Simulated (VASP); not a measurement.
# GaP (F-43m) in VASP: Born charges and dielectric tensor with PBE

Aim: the Born charges and dielectric tensor of GaP with PBE.

All numbers are computed with VASP 6.6.1; they aren't measurements. Logs are shortened: lines on timing, memory, paths and dates and some standing lists are left out, and cuts for length are marked.

**The experiment to reproduce.**

From “Stacking defects in GaP nanowires: Electronic structure and optical properties”, 2018, arxiv:1810.01194, for a bulk crystal of GaP at 10 K: band gap 2.34 eV (indirect).

The runs below are set against these values where they give the same quantity.

## (1) The crystal as given

It takes space group F-43m (No. 216, cubic). The conventional cell has a = 5.505 Å, b = 5.505 Å, c = 5.505 Å, α = 90.00°, β = 90.00°, γ = 90.00°. Around Ga (site symmetry -43m) lie 4 P at 2.38 Å. Around P (site symmetry -43m) lie 4 Ga at 2.38 Å.

The cell is a database's computed one.

## (2) Born charges and dielectric tensor, PBE

INCAR

```
SYSTEM = GaP
PREC = Accurate
ENCUT = 600
EDIFF = 1E-8
ISMEAR = 0
SIGMA = 0.02
LREAL = .FALSE.
LASPH = .TRUE.
NELM = 80
ALGO = Normal
ISIF = 2
LWAVE = .FALSE.
LCHARG = .FALSE.
GGA = PE
LEPSILON = .TRUE.
IBRION = 8
NSW = 1
```

KPOINTS

```
regular mesh
0
G
  8 8 8
  0 0 0
```

POSCAR

```
GaP
1.0
    0.0000000000      2.7526100000      2.7526100000
    2.7526100000      0.0000000000      2.7526100000
    2.7526100000      2.7526100000      0.0000000000
Ga P
1 1
Direct
    0.0000000000      0.0000000000      0.0000000000
    0.7500000000      0.7500000000      0.7500000000
```

Potentials or basis: VASP PAW PBE potentials, release 64 (Ga_d, P).

Command:

```bash
> cat potpaw_PBE.64/Ga_d/POTCAR potpaw_PBE.64/P/POTCAR > POTCAR
> mpirun -np 1 vasp_std > vasp.out
```

OUTCAR:

```text
SYSTEM = GaP
   PREC = Accurate
   ENCUT = 600
   EDIFF = 1E-8
   ISMEAR = 0
   LREAL = .FALSE.
   LASPH = .TRUE.
   NELM = 80
   ISIF = 2
   GGA = PE
   LEPSILON = .TRUE.
   IBRION = 8
   NSW = 1

 ion  position               nearest neighbor table
   1  0.000  0.000  0.000-   2 2.38   2 2.38   2 2.38   2 2.38
   2  0.750  0.750  0.750-   1 2.38   1 2.38   1 2.38   1 2.38

  LATTYP: Found a face centered cubic cell.
 ALAT       =     5.5052200000

  Lattice vectors:

 A1 = (   0.0000000000,   2.7526100000,   2.7526100000)
 A2 = (   2.7526100000,   0.0000000000,   2.7526100000)
 A3 = (   2.7526100000,   2.7526100000,   0.0000000000)

Analysis of symmetry for initial positions (statically):
=====================================================================
 Subroutine PRICEL returns:
 Original cell was already a primitive cell.

 Routine SETGRP: Setting up the symmetry group for a
 face centered cubic supercell.

 Subroutine GETGRP returns: Found 24 space group operations
 (whereof 24 operations were pure point group operations)
 out of a pool of 48 trial point group operations.

The static configuration has the point symmetry T_d .

Analysis of symmetry for dynamics (positions and initial velocities):
=====================================================================
 Subroutine PRICEL returns:
 Original cell was already a primitive cell.

 Routine SETGRP: Setting up the symmetry group for a
 face centered cubic supercell.

 Subroutine GETGRP returns: Found 24 space group operations
 (whereof 24 operations were pure point group operations)
 out of a pool of 48 trial point group operations.

The dynamic configuration has the point symmetry T_d .

 Subroutine INISYM returns: Found 24 space group operations
 (whereof 24 operations are pure point group operations),
 and found     1 'primitive' translations

----------------------------------------------------------------------------------------

                                     Primitive cell

  volume of cell :      41.7123

  direct lattice vectors                    reciprocal lattice vectors
     0.000000000  2.752610000  2.752610000    -0.181645783  0.181645783  0.181645783
     2.752610000  0.000000000  2.752610000     0.181645783 -0.181645783  0.181645783
     2.752610000  2.752610000  0.000000000     0.181645783  0.181645783 -0.181645783

  length of vectors
     3.892778394  3.892778394  3.892778394     0.314619726  0.314619726  0.314619726

  position of ions in fractional coordinates (direct lattice)
     0.000000000  0.000000000  0.000000000
     0.750000000  0.750000000  0.750000000

  ion indices of the primitive-cell ions
   primitive index   ion index
                 1           1
                 2           2

----------------------------------------------------------------------------------------

 KPOINTS: regular mesh

Automatic generation of k-mesh.
 Grid dimensions read from file:
 generate k-points for:    8    8    8

 Generating k-lattice:

  Cartesian coordinates                     Fractional coordinates (reciprocal lattice)
    -0.022705723  0.022705723  0.022705723     0.125000000  0.000000000  0.000000000
     0.022705723 -0.022705723  0.022705723     0.000000000  0.125000000  0.000000000
     0.022705723  0.022705723 -0.022705723     0.000000000  0.000000000  0.125000000

  Length of vectors
     0.039327466  0.039327466  0.039327466

  Shift w.r.t. Gamma in fractional coordinates (k-lattice)
     0.000000000  0.000000000  0.000000000

 Subroutine IBZKPT returns following result:
 ===========================================

 Found     29 irreducible k-points:

 Following reciprocal coordinates:
            Coordinates               Weight
[... 489 lines left out ...]
  volume of cell :       41.71
      direct lattice vectors                 reciprocal lattice vectors
     0.000000000  2.752610000  2.752610000    -0.181645783  0.181645783  0.181645783
     2.752610000  0.000000000  2.752610000     0.181645783 -0.181645783  0.181645783
     2.752610000  2.752610000  0.000000000     0.181645783  0.181645783 -0.181645783

 POSITION                                       TOTAL-FORCE (eV/Angst)
 -----------------------------------------------------------------------------------
      0.00000      0.00000      0.00000         0.000000      0.000000      0.000000
      4.12891      4.12891      4.12891        -0.000000     -0.000000     -0.000000
 -----------------------------------------------------------------------------------
    total drift:                               -0.000001     -0.000001     -0.000002

  FREE ENERGIE OF THE ION-ELECTRON SYSTEM (eV)
  ---------------------------------------------------
  free  energy   TOTEN  =        -9.1254715409 eV

  energy  without entropy=       -9.1254715409  energy(sigma->0) =       -9.12547154

 HEAD OF MICROSCOPIC STATIC DIELECTRIC TENSOR (INDEPENDENT PARTICLE, excluding Hartree and local field effects)
 ------------------------------------------------------
          12.123197    -0.000000     0.000000
           0.000000    12.123197     0.000000
          -0.000000     0.000000    12.123197
 ------------------------------------------------------

 Free energy of the ion-electron system (eV)
  ---------------------------------------------------
  ---------------------------------------------------
  free energy    TOTEN  =        -1.32081500 eV

  energy without entropy =       -1.32081500

------------------------ aborting loop because EDIFF is reached ----------------------------------------

--------------------------------------- Ionic step        2  -------------------------------------------

------------------------ aborting loop because EDIFF is reached ----------------------------------------

--------------------------------------- Ionic step        3  -------------------------------------------

------------------------ aborting loop because EDIFF is reached ----------------------------------------

 PIEZOELECTRIC TENSOR FIELD DIRECTION 3  (e Angst)
 -----------------------------------------------------------------------------
    -0.00041  2.16711  0.00000           (  0.00000  0.03335  0.00000)
     2.16711 -0.00041  0.00000           (  0.03335  0.00000  0.00000)
     0.00000  0.00000 -0.00101           (  0.00000  0.00000 -0.00000)

 PIEZOELECTRIC TENSOR FIELD DIRECTION 3  (C/m^2)
 -----------------------------------------------------------------------------
    -0.00016  0.83239  0.00000
     0.83239 -0.00016  0.00000
     0.00000  0.00000 -0.00039

--------------------------------------- Ionic step        4  -------------------------------------------

------------------------ aborting loop because EDIFF is reached ----------------------------------------

[... ionic steps 5 to 6 ...]

--------------------------------------- Ionic step        7  -------------------------------------------

 Free energy of the ion-electron system (eV)
  ---------------------------------------------------
  ---------------------------------------------------
  free energy    TOTEN  =        -0.04785888 eV

  energy without entropy =       -0.04785888

------------------------ aborting loop because EDIFF is reached ----------------------------------------

 INTERNAL STRAIN TENSOR  FOR ION    2  DIRECTION 1   (eV/Angst):
 -----------------------------------------------------------------------------
    -0.00725  0.00000  0.00000
     0.00000  0.00579  6.29159
     0.00000  6.29159  0.00579

 MACROSCOPIC STATIC DIELECTRIC TENSOR (including local field effects in DFT)
 ------------------------------------------------------
          11.602662    -0.000000    -0.000000
          -0.000000    11.602662    -0.000000
          -0.000000     0.000000    11.602662
 ------------------------------------------------------

 PIEZOELECTRIC TENSOR (including local field effects)  for field in x, y, z        (e  Angst)
          XX          YY          ZZ          XY          YZ          ZX
  --------------------------------------------------------------------------------
  x     0.00000    -0.00000     0.00000     0.00000     2.17451     0.00000
  y     0.00000     0.00000    -0.00000     0.00000     0.00000     2.17451
  z    -0.00000     0.00000     0.00000     2.17451     0.00000     0.00000

 PIEZOELECTRIC TENSOR (including local field effects)  for field in x, y, z        (C/m^2)
          XX          YY          ZZ          XY          YZ          ZX
  --------------------------------------------------------------------------------
  x     0.00000    -0.00000     0.00000     0.00000     0.83523     0.00000
  y     0.00000     0.00000    -0.00000     0.00000     0.00000     0.83523
  z    -0.00000     0.00000     0.00000     0.83523     0.00000     0.00000

 BORN EFFECTIVE CHARGES (including local field effects) (in |e|, cummulative output)
 ---------------------------------------------------------------------------------
 ion    1
    1     2.27685     0.00000    -0.00000
    2     0.00000     2.27685     0.00000
    3    -0.00000     0.00000     2.27685
 ion    2
    1    -2.27685     0.00000     0.00000
    2     0.00000    -2.27685    -0.00000
    3     0.00000    -0.00000    -2.27685

 INTERNAL STRAIN TENSOR FOR ION    2 for displacements in x,y,z  (eV/Angst):
          X           Y           Z          XY          YZ          ZX
  --------------------------------------------------------------------------------
  x     0.00000     0.00000     0.00000     0.00000     6.29159     0.00000
  y     0.00000     0.00000     0.00000     0.00000     0.00000     6.29159
  z     0.00000     0.00000     0.00000     6.29159     0.00000     0.00000

 SECOND DERIVATIVES (NOT SYMMETRIZED)
 ------------------------------------
               1X          1Y          1Z          2X          2Y          2Z
  1X    -9.284357    0.000000    0.000000    9.284357    0.000000    0.000000
  1Y     0.000000   -9.284357    0.000000    0.000000    9.284357    0.000000
  1Z     0.000000    0.000000   -9.284357    0.000000    0.000000    9.284357
  2X     9.314245    0.000000    0.000000   -9.314245    0.000000    0.000000
  2Y     0.000000    9.314245    0.000000    0.000000   -9.314245    0.000000
  2Z     0.000000    0.000000    9.314245    0.000000    0.000000   -9.314245

 Eigenvectors and eigenvalues of the dynamical matrix
 ----------------------------------------------------

   1 f  =   10.297501 THz    64.701104 2PiTHz  343.487646 cm-1    42.587021 meV
             X         Y         Z           dx          dy          dz
      0.000000  0.000000  0.000000     0.000000    0.553997    0.000000
      4.128915  4.128915  4.128915     0.000000   -0.832519    0.000000
[... 21 lines left out ...]
   6 f/i=    0.007632 THz     0.047954 2PiTHz    0.254581 cm-1     0.031564 meV
             X         Y         Z           dx          dy          dz
      0.000000  0.000000  0.000000     0.000000    0.000000    0.832519
      4.128915  4.128915  4.128915     0.000000    0.000000    0.553997

--------------------------------------------------------------------------------------------------------

 MACROSCOPIC STATIC DIELECTRIC TENSOR IONIC CONTRIBUTION
 ------------------------------------------------------
           2.418355    -0.000000    -0.000000
          -0.000000     2.418355     0.000000
          -0.000000     0.000000     2.418355
 ------------------------------------------------------

 ELASTIC MODULI CONTR FROM IONIC RELAXATION (kBar)
 Direction    XX          YY          ZZ          XY          YZ          ZX
 --------------------------------------------------------------------------------
 XX          -0.0000      0.0000      0.0000      0.0000      0.0000      0.0000
 YY           0.0000     -0.0000      0.0000      0.0000      0.0000     -0.0000
 ZZ           0.0000      0.0000     -0.0000      0.0000      0.0000      0.0000
 XY           0.0000      0.0000      0.0000   -161.7219      0.0000      0.0000
 YZ           0.0000      0.0000      0.0000      0.0000   -161.7219      0.0000
 ZX           0.0000     -0.0000      0.0000      0.0000      0.0000   -161.7219
 --------------------------------------------------------------------------------

 PIEZOELECTRIC TENSOR IONIC CONTR  for field in x, y, z        (C/m^2)
          XX          YY          ZZ          XY          YZ          ZX
  --------------------------------------------------------------------------------
  x     0.00000     0.00000    -0.00000     0.00000    -0.58846     0.00000
  y     0.00000    -0.00000     0.00000    -0.00000     0.00000    -0.58846
  z    -0.00000    -0.00000     0.00000    -0.58846     0.00000    -0.00000
```

Run time: 3.6 min. Hardware: 1 thread of Intel Xeon 6975P-C (Granite Rapids), shared host; peak memory 0.32 GiB.

What came out:

- Band gap on the k mesh: 1.58 eV, direct
- Electronic dielectric tensor (diagonal): 11.60
- Born charges (mean of the diagonal): Ga +2.28; P -2.28 e
- Highest phonon frequency at Γ, LO-TO splitting left out: 343 cm⁻¹

Phonon frequencies in cm⁻¹ (negative: imaginary):
| q point | frequencies |
| --- | --- |
| (0.000, 0.000, 0.000) | 0 0 0 343 343 343 |

Electronic dielectric tensor:
```
11.60  0.00  0.00
 0.00 11.60  0.00
 0.00  0.00 11.60
```

Born effective charge tensors (e):
atom 1, Ga
```
2.28 0.00 0.00
0.00 2.28 0.00
0.00 0.00 2.28
```
atom 2, P
```
-2.28  0.00  0.00
 0.00 -2.28  0.00
 0.00  0.00 -2.28
```

## (3) Against experiment

Step 2. Against the measured gap of GaP, 2.34 eV (indirect; 10 K; quoted in “Stacking defects in GaP nanowires: Electronic structure and optical properties”, 2018, arxiv:1810.01194), the calculated 1.58 eV is off by -0.76 eV. Spin-orbit coupling on Ga is left out. The value is that of PBE on a finite k mesh, which can miss the band edges, without temperature or zero-point motion. Semilocal functionals fall short of measured gaps as a rule. The cell is a database's relaxed one, not the measured one, which moves gaps too.
